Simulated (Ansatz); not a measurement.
**Band structure of Be**

```
Be
1.0
     0.00000    2.44846    2.44846
     2.44846    0.00000    2.44846
     2.44846    2.44846    0.00000
Be
2
Direct
  0.00000 0.00000 0.00000
  0.25000 0.25000 0.25000
```

Atoms are numbered in the order listed.

The cell was built from the diamond type and relaxed in the same program, and has space group Fd-3m; it needn't be a known or the stable phase.

Level of theory: DFT, PBE, all-electron LAPW, scalar-relativistic in Ansatz 0.2.0.

Numerical set-up: a Γ-centred 13×13×13 k mesh, Fermi–Dirac smearing of 0.08 eV, basis error target 0.25 meV/atom, no spin polarisation.

Points in fractions of the reciprocal vectors of this cell: Γ (0, 0, 0), X (0.5, 0, 0.5), U (0.625, 0.25, 0.625), K (0.375, 0.375, 0.75), L (0.5, 0.5, 0.5), W (0.5, 0.25, 0.75). The path joins them by straight lines in the order Γ–X–U–K–Γ–L–W–X; legs that retrace an earlier one aren't tabulated. Energies are in eV from the Fermi level.

Question: List the levels at U between -8 and 6 eV.

Answer: -2.13, -1.83, -1.43, 1.34.

Question: List the levels at Γ between -8 and 6 eV.

Answer: -7.27, 4.78 (×3).

Question: List the levels at L between -8 and 6 eV.

Answer: -3.65, -3.47, 3.05 (×2).

Question: What is the band gap?

Answer: none: bands cross the Fermi level, a metal.
